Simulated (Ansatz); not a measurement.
# MnS (P6_3mc) in Ansatz: settings compared

Aim: see how the results for MnS move with the level of theory and the settings. Levels: r2SCAN, PBE, PBE+U. Tasks: phonons, band structure, relaxation of cell and atoms.

Everything below comes from runs of Ansatz 0.2.0. Logs are shortened: lines on timing, memory, paths and dates and some standing lists are left out, and cuts for length are marked.

## Step 1: The structure

Symmetry: P6_3mc, No. 186, hexagonal system. The conventional cell has a = 3.954 Å, b = 3.954 Å, c = 6.343 Å, α = 90.00°, β = 90.00°, γ = 120.00°. Mn (site symmetry 3m) has 4 S at 2.36 to 2.42 Å as nearest neighbours. S (site symmetry 3m) is surrounded by 4 Mn at 2.36 to 2.42 Å.

The cell is a database's computed one.

## Step 2: Phonons, r2SCAN, collinear spin, ferromagnetic start

File input.yaml:

```yaml
crystal:
  lattice:
    - [3.9535769233, 0.0, 0.0]
    - [-1.9767884617, 3.4238980514, 0.0]
    - [0.0, 0.0, 6.34252886]
  atoms:
    - { symbol: Mn, position: [0.6666666667, 0.3333333333, 0.49884467], spin: 4.0 }
    - { symbol: Mn, position: [0.3333333333, 0.6666666667, 0.99884467], spin: 4.0 }
    - { symbol: S, position: [0.3333333333, 0.6666666667, 0.6261543] }
    - { symbol: S, position: [0.6666666667, 0.3333333333, 0.1261543] }
hamiltonian:
  xc: r2scan
  pseudopotentials: { kind: paw }
magnetization:
  spin_polarized: true
kpoints:
  mp_grid: { grid: [7, 7, 4] }
scf:
  occupations: { method: fermi_dirac, width: 0.05 }
phonons:
  method: fd
  amplitude: 0.01
  supercell: [1, 1, 1]
```

Potentials or basis: Ansatz PAW.

Launch:

```sh
$ ansatz run input.yaml --threads 2 --pin off --max-ram 5120MiB --backend cpu --events-out ev --progress --plain --runs-dir out
```

Output:

```text
Warning: RAYON_NUM_THREADS=2 ignored (pool sized by the plan → 2); use --threads N
Engine: ansatz 0.2.0, aarch64-unknown-linux-gnu
Pseudopotentials: kind: paw
Pseudopotential: Mn, paw, valence charge 15, recommended cutoff 500 eV (meta_gga), Mn.paw.azcp
Pseudopotential: S, paw, valence charge 6, recommended cutoff 500 eV (meta_gga), S.paw.azcp
Functional definition: r2SCAN
  parameter k0 = 0.174
  parameter k1 = 0.065
  parameter a1 = 4.9479
  exchange = r2scan_x(k0 = k0, k1 = k1, a1 = a1)
  correlation = r2scan_c
Crystal: 4 atoms, lattice volume = 85.857 Å³
Basis set: ecut = 500 eV, 2177 PW (Γ), exchange–correlation on 150×150×240 points (125 copies of the dense FFT grid, shifted against one another)
Bands: 30, of which v1, the nominal top of the filled ones, is band 21 counted from 1 (20 counted from 0)
Symmetry: 12 space group operations
Space group: P63mc (ITA 186), of the structure as read, at distance tolerance 4.4e-5 Å
Magnetic group: BNS 186.203 (UNI 1433), of the structure as read, at distance tolerance 4.4e-5 Å
k-points: 24 of 196 (time reversal used)
Non-local potential: Mn, projectors of the file, l = 0: 3, l = 1: 2, l = 2: 3, l = 3: 1
Non-local potential: S, projectors of the file, l = 0: 2, l = 1: 2, l = 2: 2
PAW form: soft (Blöchl's): semilocal exchange-correlation on the pseudo side does not see the compensation charge
PAW frozen core: Mn, regenerated for the run's functional (the file was generated under x = pbe(κ = 0.804, μ = 0.2195149727645171), c = pbe(β = 0.06672455060314922))
PAW frozen core: S, regenerated for the run's functional (the file was generated under x = pbe(κ = 0.804, μ = 0.2195149727645171), c = pbe(β = 0.06672455060314922))
PAW one-centre angular grid: Mn, 590 points (default); XC on 160 Gauss nodes
PAW one-centre angular grid: S, 302 points (default); XC on 160 Gauss nodes
Initial density: superposition of atomic densities (chi_scale 0.1, normalization cell, long waves kept (reshape's long-wave potential 0.00 eV rms))
Starting moments: Σ|m| = 8 μB on 2 of 4 sites
Initial wavefunctions: pseudopotential atomic-orbital guess
Functional: x = r2scan, c = r2scan; τ floored in thin density (d = 2e-4 eV/Å³)
SCF 1 converged in 18 iterations: F = -9623.694918 eV  dr2 = 7.75e-9
Initial density: read from a saved state, or passed on in memory by an earlier SCF of this step, an earlier step, the calling program or the single point that the run made first
Stability of the state it starts from, as read at its close in the collinear treatment: not read, because the mixer in use, unlike msr1, does not test its closes by its own steps (another_mixer); its run was given moments
Starting moments: Σ|m| = 8 μB on 2 of 4 sites; this step starts from the density that it was given
iter 1 solved again at ethr=1.17e-7 eV; its pass at ethr=3.10e-3 eV (dr2=4.90e-5 eV) is discarded
SCF iter   1: F=—  HF=-9623.694907 eV  |F-HF|=—  |Δ(HF+E_count)|=         —  Δρ=1.81e-5 (↑1.81e-5 ↓1.02e-5)  dr2=3.02e-7  dr2_τ=3.99e-8  dr2_m=3.78e-8  M=10.000 μB ∫|m|=10.000 μB  β_m=1.00  ethr=1.17e-7  ⟨swp⟩=3.1  Hψ=9979  notcnv=0
preconditioner: auto → Resta (q_TF=auto, 2.422 Å⁻¹)  ε∞=6.1  [insulator: Δε(μ)=0.666 eV  Ē_g=9.023 eV  σ=0.050 eV  W_gap=1.00  n_scr=22 (ndim 8)  ℏωp=20.4 eV  f_vac=0.049  D(μ)=0.00/eV (n_scr^D=0)  ε∞_Penn≈6.1]
spin=Collinear: Resta preconditioning applied to the charge; magnetization (m = ρ↑ − ρ↓) channel mixes plain (no charge-response kernel on spin).
SCF iter   2: F=—  HF=-9623.694918 eV  |F-HF|=—  |Δ(HF+E_count)|=   1.04e-5  Δρ=1.68e-5 (↑1.68e-5 ↓4.47e-6)  dr2=1.29e-7  dr2_τ=4.08e-8  dr2_m=6.99e-8  M=10.000 μB ∫|m|=10.000 μB  β_m=1.00  ethr=7.20e-10  ⟨swp⟩=3.1  Hψ=2934  notcnv=0  κ⁻¹=1.0e0(r=1)
SCF iter   3: F=—  HF=-9623.694918 eV  |F-HF|=—  |Δ(HF+E_count)|=   1.41e-8  Δρ=9.40e-6 (↑9.40e-6 ↓3.22e-6)  dr2=7.29e-8  dr2_τ=7.59e-9  dr2_m=1.19e-8  M=10.000 μB ∫|m|=10.000 μB  β_m=1.00  ethr=3.07e-10  ⟨swp⟩=1.5  Hψ=1808  notcnv=0  κ⁻¹=1.2e-2(r=2)
SCF iter   4: F=—  HF=-9623.694918 eV  |F-HF|=—  |Δ(HF+E_count)|=   1.22e-8  Δρ=6.74e-6 (↑6.74e-6 ↓2.73e-6)  dr2=4.34e-8  dr2_τ=3.71e-9  dr2_m=5.01e-9  M=10.000 μB ∫|m|=10.000 μB  β_m=1.00  ethr=1.74e-10  ⟨swp⟩=1.0  Hψ=1440  notcnv=0  κ⁻¹=2.3e-4(r=3)
[... 57 lines left out ...]
spin=Collinear: Resta preconditioning applied to the charge; magnetization (m = ρ↑ − ρ↓) channel mixes plain (no charge-response kernel on spin).
SCF iter   2: F=—  HF=-9623.692780 eV  |F-HF|=—  |Δ(HF+E_count)|=   4.93e-6  Δρ=1.25e-5 (↑8.42e-6 ↓1.25e-5)  dr2=1.32e-7  dr2_τ=9.62e-9  dr2_m=3.34e-8  M=10.000 μB ∫|m|=10.000 μB  β_m=1.20  ethr=1.68e-9  ⟨swp⟩=2.0  Hψ=5797  notcnv=0  defer=194  κ⁻¹=1.0e0(r=1)
SCF iter   3: F=—  HF=-9623.692780 eV  |F-HF|=—  |Δ(HF+E_count)|=   6.13e-8  Δρ=5.35e-6 (↑5.30e-6 ↓5.35e-6)  dr2=3.60e-8  dr2_τ=1.70e-9  dr2_m=5.31e-10  M=10.000 μB ∫|m|=10.000 μB  β_m=1.20  ethr=3.15e-10  ⟨swp⟩=2.3  Hψ=5529  notcnv=0  defer=194  κ⁻¹=2.6e-2(r=2)
SCF iter   4: F=—  HF=-9623.692780 eV  |F-HF|=—  |Δ(HF+E_count)|=   8.20e-9  Δρ=3.15e-6 (↑3.15e-6 ↓3.04e-6)  dr2=9.63e-9  dr2_τ=3.39e-10  dr2_m=7.03e-11  M=10.000 μB ∫|m|=10.000 μB  β_m=1.20  ethr=8.57e-11  ⟨swp⟩=2.1  Hψ=4928  notcnv=0  defer=194  κ⁻¹=2.2e-3(r=3)
SCF iter   5: F=—  HF=-9623.692780 eV  |F-HF|=—  |Δ(HF+E_count)|=   5.61e-9  Δρ=1.56e-6 (↑1.44e-6 ↓1.56e-6)  dr2=2.49e-9  dr2_τ=9.54e-11  dr2_m=2.66e-11  M=10.000 μB ∫|m|=10.000 μB  β_m=1.20  ethr=2.29e-11  ⟨swp⟩=2.2  Hψ=5356  notcnv=0  defer=194  κ⁻¹=3.8e-4(r=4)
SCF iter   6: F=—  HF=-9623.692780 eV  |F-HF|=—  |Δ(HF+E_count)|=   2.61e-9  Δρ=3.38e-7 (↑3.38e-7 ↓2.91e-7)  dr2=2.78e-10  dr2_τ=5.64e-12  dr2_m=4.45e-12  M=10.000 μB ∫|m|=10.000 μB  β_m=1.20  ethr=5.93e-12  ⟨swp⟩=2.0  Hψ=5791  notcnv=0  defer=194  κ⁻¹=3.9e-5(r=5)
SCF iter   7: F=—  HF=-9623.692780 eV  |F-HF|=—  |Δ(HF+E_count)|=  3.09e-11  Δρ=1.79e-7 (↑1.79e-7 ↓1.63e-7)  dr2=9.38e-11  dr2_τ=1.59e-12  dr2_m=7.09e-13  M=10.000 μB ∫|m|=10.000 μB  β_m=1.20  ethr=1.00e-12  ⟨swp⟩=4.0  Hψ=10781  notcnv=0  κ⁻¹=7.3e-6(r=6)
SCF iter   8: F=-9623.692780 eV  HF=-9623.692780 eV  |F-HF|=9.09e-12  |Δ(HF+E_count)|=  3.27e-11  Δρ=6.61e-8 (↑6.61e-8 ↓5.57e-8)  dr2=1.50e-11  dr2_τ=1.16e-13  dr2_m=1.33e-13  M=10.000 μB ∫|m|=10.000 μB  ethr=1.00e-12  ⟨swp⟩=4.0  Hψ=10681  notcnv=0
SCF 7 converged in 8 iterations: F = -9623.692780 eV  dr2 = 1.50e-11
SCF converged after 2 iterations
Stability not checked: this state was not tested for a lower state beside it, because the mixer in use, unlike msr1, does not test its closes by its own steps (another_mixer; see scf.mixing.algorithm and scf.lower_state_search)
Magnetization: 9.9999 μB (26.0000 up, 16.0000 down)
Absolute magnetization: 9.9999 μB (∫|ρ↑−ρ↓|, with the PAW one-centre terms)
Spin contamination: 0.0249 ħ² per cell (⟨S²⟩ above its minimum at these occupations)
Per-site moments (μB) at R_I (Å): [(4.247385105133725, 0.9750672638722446), (4.247385105133726, 0.9750672638722446), (0.1141979463321596, 0.9750672638722446), (0.11419794633216043, 0.9750672638722446)]
Free energy (F): -9623.694918 eV
Harris-Foulkes:  -9623.694918 eV  (|F-HF|=0.00e0)
Internal energy: -9623.694887 eV  (E = F + TS)
E sigma→0 (E₀):  -9623.694902 eV
Entropy (-TS):   -0.000031 eV (-0.008 meV/atom)
Fermi energy:    7.997765 eV
--- Per-component energies (eV) ---
  E_band       = -747.082749
  E_kinetic    = 811.950323
  E_local      = -5567.351513  (includes V_loc(G=0)·N_el)
  E_nonlocal   = 565.380534
  E_hartree    = 2289.173169
  E_xc         = -398.330931
  E_vxc        = -505.021966  (∫ρ·V_xc dr)
  E_paw        = -3854.249984  (= ΣΔE_a)
  E_vpaw       = -661.070505  (= ΣTr[D̂ρ^β])
  E_aug_tail   = -0.000007  (compensation charges beyond the density's cutoff)
  E_vtau       = 30.683693  (kinetic-family band-sum trace: ∫τ·v_τ [+ j·A + Jᵃ·Aᵃ] dr)
  E_ewald      = -3469.480858
  E_core_change = -0.785620  (= ΣΔE_core)
  E_smearing   = -0.000031  (= −TS)
  E_closure    = 0.000000  (closes the sum)
  Σ components = -9623.694918   (vs F -9623.694918, Δ=0.00e0)
--- Forces (eV/Å), atoms counted from 1 ---
  atom   1  Mn     0.00000000    -0.00000000     0.31103752
  atom   2  Mn     0.00000000     0.00000000     0.31103752
  atom   3  S     -0.00000000     0.00000000    -0.31104327
  atom   4  S     -0.00000000    -0.00000000    -0.31104327
  max |Σ_I F_I| component: 1.15e-5 eV/Å
--- Band table (eV; the first three rows and the last of 48) ---
  k-point 0 ↑: bands = ["-77.9611", "-77.9610", "-45.4506", "-45.4506", "-45.4499", "-45.4499", "-45.4441", "-45.4401", "-7.0240", "-6.2510", "1.5373", "2.2745", "2.3198", "2.3198", "2.5168", "2.5168", "3.8182", "3.8182", "4.0739", "4.0739", "4.2762", "6.5739", "6.5739", "7.6467", "7.7018", "7.7018", "9.0898", "10.6764", "13.6676", "13.6676"]
  k-point 1 ↑: bands = ["-77.9611", "-77.9610", "-45.4505", "-45.4505", "-45.4500", "-45.4500", "-45.4436", "-45.4407", "-6.9210", "-6.3757", "1.5986", "2.1268", "2.3370", "2.3370", "2.4747", "2.4747", "3.8673", "3.8673", "4.0507", "4.0507", "4.7030", "6.7261", "6.7261", "6.8739", "7.5232", "7.5232", "9.9037", "10.7144", "13.7150", "13.7150"]
  k-point 2 ↑: bands = ["-77.9610", "-77.9610", "-45.4503", "-45.4503", "-45.4503", "-45.4503", "-45.4421", "-45.4421", "-6.6591", "-6.6591", "1.8221", "1.8221", "2.3937", "2.3937", "2.3937", "2.3937", "3.9714", "3.9714", "3.9714", "3.9714", "5.7164", "5.7164", "7.1117", "7.1117", "7.1117", "7.1117", "10.6641", "10.6641", "13.7631", "13.7631"]
  k-point 23 ↓: bands = ["-71.7425", "-71.7425", "-39.2562", "-39.2562", "-39.2534", "-39.2534", "-39.2518", "-39.2518", "-5.8101", "-5.8101", "2.5619", "2.5619", "3.3771", "3.3771", "4.4121", "4.4121", "8.7900", "8.7900", "9.3972", "9.3972", "9.8137", "9.8137", "10.0265", "10.0265", "10.5472", "10.5472", "13.9778", "13.9778", "14.7868", "14.7868"]
--- Phonons: 4 displaced members + reference (amplitude 0.01 Å, Σ member SCF iterations 36) ---
  symmetry images taken by strict's conditions (phonons.symmetry_images: auto; settled by no image being taken that strict refuses)
  ASR residual: 2.837e-3 → 0.000e0 eV/Å²; symmetrization residual: 5.240e-4 eV/Å²
  largest component of a force at the reference: 3.1e-1 eV/Å
  ASR residual per site (eV/Å²): 2.84e-3 2.84e-3 1.44e-3 1.44e-3
  Γ frequencies (cm⁻¹): 0.00 0.00 0.00 44.33 44.33 207.13 277.85 277.85 285.05 285.05 310.45 336.50
  density of states and harmonic sums: on the 18×18×10 q-mesh, interpolated from the force constants of a 1×1×1 supercell (no non-analytic term)
  largest difference from the sums on the solved wave vectors: F 3.45e-1 eV, S 6.04e-4 and C_V 2.58e-4 eV/K
  zero-point energy: 0.151352 eV/cell   skipped modes (ω ≤ 0): 3   left out of the sums: 7.72e-5 of the cell's modes: C_V's classical limit lies that fraction below 3 k_B per atom; for a crystal, a wire or a layer, F and S can be off by more, and a phonons.interpolated_qmesh denser along its periods is the remedy for the sampling
```

It took 2.7 min on 2 threads of Arm Neoverse V2, shared host; peak memory 0.87 GiB.

What came out:

- Free energy: -9623.6949 eV
- Largest force: 0.311 eV/Å
- Band gap on the k mesh: 0.67 eV, indirect (least direct gap 1.29 eV)
- Net moment: 10.00 μB per cell
- Absolute moment: 10.00 μB per cell
- Site moments: Mn +4.25; S +0.11 μB
- Highest phonon frequency at Γ, LO-TO splitting left out: 336 cm⁻¹

Forces in eV/Å, atoms in the order of the input:
```
Mn   0.000  0.000  0.311
Mn   0.000  0.000  0.311
S    0.000  0.000 -0.311
S    0.000  0.000 -0.311
```

Phonon frequencies in cm⁻¹ (negative: imaginary):
| q point | frequencies |
| --- | --- |
| (0.000, 0.000, 0.000) | 0 0 0 44 44 207 278 278 285 285 310 336 |

Caveat: the magnetic or orbital state may not be the lowest; odd divisions of the mesh miss points on the zone boundary, where band edges often lie, so the gap on the mesh can be too wide; only a ferromagnetic start was run, and an antiferromagnetic order may lie lower in energy; the PAW data sets come from PBE, with cores solved anew for the run's functional, which leaves a small shift of forces and pressure.

## Step 3: Band structure, PBE, collinear spin, ferromagnetic start

Changes to input.yaml since step 2:

```diff
@@ -11,4 +11,4 @@
 hamiltonian:
-  xc: r2scan
-  pseudopotentials: { kind: paw }
+  xc: pbe
+  pseudopotentials: { kind: nc }
 magnetization:
@@ -16,8 +16,20 @@
 kpoints:
-  mp_grid: { grid: [7, 7, 4] }
+  mp_grid: { grid: [8, 8, 4] }
+  band_path:
+    path:
+      - [[0.0, 0.0, 0.0], [0.5, 0.0, 0.0], [0.3333333333, 0.3333333333, 0.0], [0.0, 0.0, 0.0], [0.0, 0.0, 0.5], [0.5, 0.0, 0.5], [0.3333333333, 0.3333333333, 0.5], [0.0, 0.0, 0.5]]
+      - [[0.5, 0.0, 0.5], [0.5, 0.0, 0.0]]
+      - [[0.3333333333, 0.3333333333, 0.0], [0.3333333333, 0.3333333333, 0.5]]
+    npoints: 14
 scf:
   occupations: { method: fermi_dirac, width: 0.05 }
-phonons:
-  method: fd
-  amplitude: 0.01
-  supercell: [1, 1, 1]
+  n_extra_bands: 10
+output:
+  forces: true
+  stress: true
+  eigenvalues: true
+  fatbands: false
+  write_density: true
+  write_potential: true
+  elf: true
+  volumetric_format: npy
```

Potentials or basis: Ansatz NC with PseudoDojo standard (PBE files).

Launch:

```sh
$ ansatz run input.yaml --threads 2 --pin off --max-ram 5120MiB --backend cpu --events-out ev --progress --plain --runs-dir out
```

Run time: 86 s. Hardware: 2 threads of Arm Neoverse V2, shared host; peak memory 2 GiB.

The run converged. Its results:

| Property | Result |
| --- | --- |
| Free energy | -6724.9184 eV |
| Pressure | 2.8 GPa |
| Largest force | 0.287 eV/Å |
| Band gap on the k mesh | none (metal or under the smearing width) |
| Net moment | 9.86 μB per cell |
| Absolute moment | 9.86 μB per cell |
| Site moments | Mn +4.10; S +0.13 μB |

Forces in eV/Å, atoms in the order of the input:
```
Mn   0.000  0.000  0.287
Mn   0.000  0.000  0.287
S    0.000  0.000 -0.287
S    0.000  0.000 -0.287
```

Stress tensor (GPa, compression positive):
```
1.95 0.00 0.00
0.00 1.95 0.00
0.00 0.00 4.55
```

Levels at the corners of the path, in eV from the Fermi level:
Spin up:
| point | band 24 | band 25 | band 26 | band 27 | band 28 | band 29 |
| --- | --- | --- | --- | --- | --- | --- |
| Γ | 0.18 | 0.24 | 0.24 | 1.10 | 2.73 | 5.69 |
| M | -2.30 | -1.20 | -0.75 | 3.47 | 3.66 | 4.34 |
| K | -1.77 | -1.77 | -1.69 | 3.56 | 5.40 | 5.40 |
| Γ | 0.18 | 0.24 | 0.24 | 1.10 | 2.73 | 5.69 |
| A | -0.34 | -0.34 | -0.34 | 2.67 | 2.67 | 5.74 |
| L | -1.51 | -1.37 | -1.37 | 3.06 | 3.06 | 5.09 |
| H | -2.37 | -1.27 | -1.27 | 4.36 | 4.36 | 5.21 |
| A | -0.34 | -0.34 | -0.34 | 2.67 | 2.67 | 5.74 |
| L | -1.51 | -1.37 | -1.37 | 3.06 | 3.06 | 5.09 |
| M | -2.30 | -1.20 | -0.75 | 3.47 | 3.66 | 4.34 |
| K | -1.77 | -1.77 | -1.69 | 3.56 | 5.40 | 5.40 |
| H | -2.37 | -1.27 | -1.27 | 4.36 | 4.36 | 5.21 |
Spin down:
```tsv
point	band 14	band 15	band 16	band 17	band 18	band 19
Γ	-3.38	-3.37	-3.37	0.50	0.50	0.80
M	-3.56	-3.48	-3.33	0.06	0.24	0.71
K	-4.02	-3.82	-3.82	0.14	0.29	0.29
Γ	-3.38	-3.37	-3.37	0.50	0.50	0.80
A	-3.38	-3.38	-3.38	0.82	0.82	0.82
L	-3.50	-3.41	-3.41	0.54	0.54	0.89
H	-4.31	-3.19	-3.19	0.29	0.29	0.84
A	-3.38	-3.38	-3.38	0.82	0.82	0.82
L	-3.50	-3.41	-3.41	0.54	0.54	0.89
M	-3.56	-3.48	-3.33	0.06	0.24	0.71
K	-4.02	-3.82	-3.82	0.14	0.29	0.29
H	-4.31	-3.19	-3.19	0.29	0.29	0.84
```

Caveat: semilocal functionals often make such compounds metallic where correlation or magnetic order opens a gap, which also shifts bond lengths; only a ferromagnetic start was run, and an antiferromagnetic order may lie lower in energy.

(Continued in part 2 of 2.)
